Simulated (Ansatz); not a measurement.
A crystal relaxed with r2SCAN in Ansatz has space group Pn-3m:1 (No. 224) and a = 4.756 Å.

```
atom  site       x       y       z
  Ag    4b  0.2500  0.2500  0.2500
  Xx    2a  0.0000  0.0000  0.0000
```

The r2SCAN gap is direct at Γ: 0.24 eV. The HSE06 gap is direct at Γ: 1.14 eV. With PBE the gap closes, the bands meeting at Γ. Meshes: r2SCAN 6×6×6, HSE06 4×4×4, PBE 6×6×6.

Question: Which element is Xx?
A. O
B. Te
C. S
D. Se

Answer: A. Xx is O: a 6-atom cell of Ag2O started from a crystallographic database. Ag is surrounded by 2 O at 2.06 Å; O is surrounded by 4 Ag at 2.06 Å.

No spin polarisation and no zero-point or thermal motion.

The runs are scalar-relativistic, without spin-orbit coupling.

The meshes of the hybrids are coarse, so their gaps aren't converged to the digits shown.
